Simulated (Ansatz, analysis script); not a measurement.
**Free-standing triangular Ti monolayer, spacing 2.74 Å: energy against the total moment**

The cell holds 1 atom: 1 Ti. Its edges and angles: a = 2.740 Å, b = 2.740 Å, c = 14.000 Å, α = 90.0°, β = 90.0°, γ = 120.0°. An idealised lattice of chosen spacing, in vacuum. Vacuum lies along c.

| Property | Result |
| --- | --- |
| method | PBE, PAW set soft_2; collinear runs at fixed total moment and in a field on the spins (and 4 further levels or steps) |
| program | Ansatz 0.2.0 and analysis script 1 |
| settings of one run | cutoff 420 eV, 23×23×1 k-mesh, Fermi-Dirac occupations, smearing width 0.1 eV |
| cost | 19 runs, 2.4 min in all on 1 thread of Arm Neoverse V1, shared host (the runs of this entry) |
| notes | I·N/2 = 1.1 is over 1, so the state without spin is unstable to a uniform moment. The cell was taken as built, with atoms unrelaxed. |
| state of the free run | ferromagnetic |
| net moment of the free run | 0.548 μB |
| energy of the free run from the state without spin | -1.31 meV a cell |
| lowest of the fixed moments tried | M = 0.545 μB, -1.31 meV |
| dM/dB between 0 and 500 T | 0.850 μB a cell per 1000 T |

At this level the system is magnetic: the free run keeps 0.283 μB on the largest site. No other order was typed. Semilocal functionals tend to overstate moments this weak, since they lack spin fluctuations. Among the fixed moments, E(M) falls 1.31 meV below the state without spin and is lowest near 0.545 μB on this grid.

**Fixed-spin-moment curve of a free-standing triangular Ti monolayer, spacing 2.904 Å**

The cell holds 1 atom: 1 Ti. Its edges and angles: a = 2.904 Å, b = 2.904 Å, c = 14.000 Å, α = 90.0°, β = 90.0°, γ = 120.0°. An idealised lattice of chosen spacing, in vacuum. Vacuum lies along c.

```xyz
1
Lattice="2.9040 0.0000 0.0000 -1.4520 2.5149 0.0000 0.0000 0.0000 14.0000" Properties=species:S:1:pos:R:3
Ti    0.0000    0.0000    7.0000
```

* method: PBE, PAW set soft_2; collinear runs at fixed total moment and in a field on the spins (and 4 further levels or steps)
* program: Ansatz 0.2.0 and analysis script 1
* settings of one run: cutoff 420 eV, 21×21×1 k-mesh, Fermi-Dirac occupations, smearing width 0.1 eV
* cost: 19 runs, 5.2 min in all on 1 thread of Arm Neoverse V1, shared host (the runs of this entry)
* notes: I·N/2 = 1.2 is over 1, so the state without spin is unstable to a uniform moment. The cell was taken as built, with atoms unrelaxed.
* state of the free run: ferromagnetic
* net moment of the free run: 1.80 μB
* energy of the free run from the state without spin: -37.8 meV a cell
* lowest of the fixed moments tried: M = 1.817 μB, -37.8 meV
* dM/dB between 0 and 100 T: 0.708 μB a cell per 1000 T

At this level the system is magnetic: the free run keeps 1.15 μB on the largest site. No other order was typed. Among the fixed moments, E(M) falls 37.8 meV below the state without spin and is lowest near 1.817 μB on this grid.

[Logs and program files are shortened in this print: banners, set-up blocks, solver, clock and traceback lines can be left out without a mark of their own.]

[Logs are printed without paths, hosts, clocks, repeated set-up lines and the standing remarks that a program may print on its own settings, such as how far it seeks lower states.]

[Hosts, paths, dates, database ids (printed as entryN), source tags and the programs' standing remarks are cut or masked in the printed files.]
